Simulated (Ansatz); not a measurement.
**Pt in Ansatz: the effect of target pressure**

Crystal: Pt.

```
CELL_PARAMETERS angstrom
0.00000 1.96090 1.96090
1.96090 0.00000 1.96090
1.96090 1.96090 0.00000
ATOMIC_POSITIONS crystal
Pt 0.00000 0.00000 0.00000
```

Alike in all runs:

* Program: Ansatz 0.2.0
* Task: relaxation of cell and atoms
* Functional: PBEsol
* Potentials or basis: Ansatz PAW
* Cutoff: 420 eV (not typed: the program's choice for these potentials)
* k mesh: 12 × 12 × 12
* Occupations: fermi-dirac, width 0.05 eV
* Spin: no spin polarisation

Each run relaxes the cell or the atoms first.

| target pressure | relaxed volume (Å³/atom) |
| --- | --- |
| 0 GPa | 15.05 |
| 2 GPa | 14.94 |
| 5 GPa | 14.80 |
| 10 GPa | 14.57 |
| 20 GPa | 14.17 |
| 30 GPa | ? |

Question: What does the run with target pressure 30 GPa give?

Answer: Relaxed volume 13.83 Å³/atom.

Worked out: In Murnaghan's law V^(-B') rises as a straight line in P. The other rows fit best with B' = 4.4, V0 = 15.05 Å³/atom and B0 = 291 GPa, which gives 13.82 Å³/atom at 30 GPa, against the run's 13.83.

Caveats: the plane-wave basis is chosen anew once the cell has moved, so the energies of steps on either side of that aren't comparable; the PAW data sets come from PBE, with cores solved anew for the run's functional, which leaves a small shift of forces and pressure.

Runs at the PBE level aren't shown here.
